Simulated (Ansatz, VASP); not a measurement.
Two plane-wave programs on MgS

File INCAR:

```
SYSTEM = MgS
PREC = Accurate
ENCUT = 520
EDIFF = 1E-6
ISMEAR = 0
SIGMA = 0.05
LREAL = .FALSE.
LASPH = .TRUE.
NELM = 80
ALGO = Normal
ISIF = 2
LWAVE = .FALSE.
LCHARG = .FALSE.
GGA = PE
NBANDS = 11
```

Contents of KPOINTS:

```
Automatic mesh
0
G
  8 8 8
  0 0 0
```

File POSCAR:

```
MgS
1.0
    0.0000000000      2.3089643750      2.6016500000
    2.8943356250      0.0000000000      2.6016500000
    2.8943356250      2.3089643750      0.0000000000
Mg S
1 1
Direct
    0.0000000000      0.0000000000      0.0000000000
    0.5000000000      0.5000000000      0.5000000000
```

Input for Ansatz:

```yaml
crystal:
  lattice:
    - [0.0, 2.308964375, 2.60165]
    - [2.894335625, 0.0, 2.60165]
    - [2.894335625, 2.308964375, 0.0]
  atoms:
    - { symbol: Mg, position: [0.0, 0.0, 0.0] }
    - { symbol: S, position: [0.5, 0.5, 0.5] }
basis:
  ecutwfc: 420
kpoints:
  mp_grid: { grid: [8, 8, 8] }
hamiltonian:
  xc: pbe
scf:
  occupations: { method: gaussian, width: 0.05 }
output:
  forces: true
  stress: true
  eigenvalues: true
```

Change from the starting cell: strain +0.1125 x Voigt [1, -1, 0, 0, 0, 0], atoms carried along.

Alike in both runs: task single point; functional PBE; k mesh 8 × 8 × 8; occupations gaussian, width 0.05 eV; no spin polarisation.

```csv
,VASP,Ansatz
version,VASP 6.6.1,Ansatz 0.2.0
potentials or method,"VASP PAW PBE potentials, release 64 (Mg, S)","scalar-relativistic, plane waves, PAW"
plane-wave cutoff (eV),520,420
valence electrons in the cell,8,16
```

Ansatz gave:

| Property | Result |
| --- | --- |
| gap on the k mesh at the Fermi level (eV) | 2.50 |
| least direct gap on the mesh (eV) | 3.57 |
| pressure (GPa) | 8.8 |
| largest component of the traceless stress (GPa) | 17.76 |

**Question.** Which values does VASP return?

**Answer.** gap on the k mesh at the Fermi level (eV): 2.49; least direct gap on the mesh (eV): 3.57; pressure (GPa): 8.6; largest component of the traceless stress (GPa): 17.76.

The functional is the same, so the differences come from potentials, cutoffs and numerics. The two sets of potentials don't hold the same shells in valence.

A k mesh can miss the band edges.
